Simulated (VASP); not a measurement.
Crystal: ZnO (zincite).

```
Zn O
1.0
     3.24931    0.00000    0.00000
    -1.62465    2.81398    0.00000
     0.00000    0.00000    5.20571
Zn O
2 2
Direct
  0.33333 0.66667 0.50000
  0.66667 0.33333 0.00000
  0.66667 0.33333 0.37901
  0.33333 0.66667 0.87901
```

| Quantity | Value |
| --- | --- |
| Program | VASP 6.6.1 |
| Task | relaxation of cell and atoms |
| Functional | PBE |
| Dispersion | D3(BJ) |
| Potentials or basis | VASP PAW PBE potentials, release 64 (Zn, O) |
| Cutoff | 600 eV |
| k mesh | 9 × 9 × 5 |
| Occupations | gaussian, width 0.03 eV |
| Spin | no spin polarisation |

At the start: pressure 2.8 GPa; volume 11.90 Å³/atom.

Task: How do energy, volume and symmetry change on relaxing?

Result: Over 10 steps the energy falls by 2.2 meV/atom and the volume is 12.13 Å³/atom (+1.9 %); space group P6_3mc (No. 186, to 0.05 Å).

Step by step:
```csv
step,energy change (eV),largest force (eV/Å),pressure (GPa),volume (Å³)
1,0.0000,0.0724,2.75,47.60
2,-0.0064,0.0341,-1.31,49.02
3,-0.0087,0.0023,0.11,48.52
4,-0.0087,0.0053,-0.12,48.57
5,-0.0087,0.0042,-0.18,48.55
6,-0.0088,0.0115,0.15,48.46
7,-0.0088,0.0087,0.10,48.49
8,-0.0088,0.0131,-0.02,48.50
9,-0.0088,0.0162,-0.04,48.51
10,-0.0089,0.0082,0.02,48.50
```

Final structure:
```yaml
crystal:
  lattice:
    - [3.26158, 0.00000, 0.00000]
    - [-1.63079, 2.82461, 0.00000]
    - [0.00000, 0.00000, 5.26473]
  atoms:
    - { symbol: Zn, position: [0.33333, 0.66667, 0.49990] }
    - { symbol: Zn, position: [0.66667, 0.33333, 0.99990] }
    - { symbol: O, position: [0.66667, 0.33333, 0.37911] }
    - { symbol: O, position: [0.33333, 0.66667, 0.87911] }
```
